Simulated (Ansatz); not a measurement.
## Pb under changes of volume

One of the cells (32.418 Å³/atom); the others are scaled copies at fixed shape and fractional positions:

```
Pb
1.0
     3.03861   -1.75032    0.00000
     3.03861    1.75032    0.00000
    -2.11546    0.00000    6.09522
Pb
2
Direct
  0.90851 0.90851 0.72629
  0.09149 0.09149 0.27371
```

This isn't the form of Pb at room conditions, which is fcc.

- Program: Ansatz 0.2.0
- Functional: PBEsol
- Potentials or basis: Ansatz PAW
- Cutoff: 420 eV (not typed: the program's choice for these potentials)
- k mesh: 9 × 9 × 5
- Occupations: fermi-dirac, width 0.05 eV
- Spin: no spin polarisation

```csv
volume (Å³/atom),energy over the lowest point (meV/atom),pressure (GPa),largest force (eV/Å)
30.473,?,?,?
31.121,0.00,-0.1,0.067
31.769,2.30,-1.0,0.102
32.418,7.98,-1.8,0.137
33.066,16.66,-2.5,0.169
33.714,28.00,-3.1,0.198
34.363,41.70,-3.6,0.225
```

What does the run at 30.473 Å³/atom give?

Energy over the lowest point 1.50 meV/atom; pressure 0.9 GPa; largest force 0.036 eV/Å.

Worked out: A Birch-Murnaghan fit of order 3 (a polynomial in V^(-2/3)) to the other rows has its minimum at 31.04 Å³/atom, just outside them, with B0 = V·E''(V) = 46 GPa and B' = 4.8 at fixed shape and positions, which overstates the stiffness. It gives 1.53 meV/atom at 30.473 Å³/atom, against the run's 1.50, and -dE/dV = 0.9 GPa, against 0.9.

Energies are extrapolated to zero smearing.

Caveats: the PAW data sets come from PBE, with cores solved anew for the run's functional, which leaves a small shift of forces and pressure.
